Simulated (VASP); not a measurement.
Sn: relaxation of cell and atoms with PBE

The system is Sn.

```
Sn
1.0
    -2.91590    2.91590    1.59095
     2.91590   -2.91590    1.59095
     2.91590    2.91590   -1.59095
Sn
2
Direct
  0.75000 0.25000 0.50000
  0.00000 0.00000 0.00000
```

- Program: VASP 6.6.1
- Task: relaxation of cell and atoms
- Functional: PBE
- Potentials or basis: VASP PAW PBE potentials, release 64 (Sn_d)
- Cutoff: 600 eV
- k mesh: 8 × 8 × 8
- Occupations: gaussian, width 0.05 eV
- Spin: no spin polarisation
- Dipole correction: no
- Further INCAR settings: ALGO = Fast; EDIFF = 1e-07; IBRION = 2; EDIFFG = -0.03; NSW = 80; ISIF = 3

The relaxed volume is 28.42 Å³/atom. The relaxed cell is a = 4.467 Å, b = 4.467 Å, c = 4.467 Å, α = 97.83°, β = 97.83°, γ = 136.68°. The space group after relaxing (to 0.05 Å) is I4_1/amd (No. 141), the energy gained by relaxing is 13.3 meV/atom and the ionic steps are 5. The pressure after relaxing is 0.1 GPa and the band gap on the k mesh is none (metal or under the smearing width).

Stress tensor (GPa, compression positive):
```
0.12 0.00 0.00
0.00 0.12 0.00
0.00 0.00 0.02
```

Step by step:
| step | energy change (eV) | largest force (eV/Å) | pressure (GPa) | volume (Å³) |
| --- | --- | --- | --- | --- |
| 1 | 0.0000 | 0.0000 | 2.59 | 54.11 |
| 2 | -0.0233 | 0.0000 | -0.63 | 57.60 |
| 3 | -0.0243 | 0.0000 | -0.15 | 56.98 |
| 4 | -0.0260 | 0.0000 | -0.05 | 56.91 |
| 5 | -0.0265 | 0.0000 | 0.09 | 56.84 |

Final structure:
```xyz
2
Lattice="-2.9357 2.9357 1.6487 2.9357 -2.9357 1.6487 2.9357 2.9357 -1.6487" Properties=species:S:1:pos:R:3 pbc="T T T"
Sn    0.0000    2.9357    0.8244
Sn    0.0000    0.0000    0.0000
```

Levels at points of the mesh, in eV from the Fermi level:
```tsv
k point	band 11	band 12	band 13	band 14	band 15	band 16	band 17	band 18
(0.00, 0.00, 0.00)	-10.78	-3.46	-1.73	-1.73	3.17	6.17	6.23	6.23
(0.50, 0.00, 0.00)	-7.00	-5.35	-2.26	-1.47	-1.17	2.27	2.80	4.56
(0.50, 0.50, 0.00)	-8.58	-8.58	0.75	0.75	1.74	1.74	5.40	5.40
(0.50, 0.50, 0.50)	-7.29	-7.29	-4.51	-4.51	4.38	4.38	9.33	9.33
```

Run time: 5.6 min on 1 thread of Intel(R) Xeon(R) Platinum 8375C CPU @ 2.90GHz (Ice Lake) (shared host), peak memory 0.24 GiB.
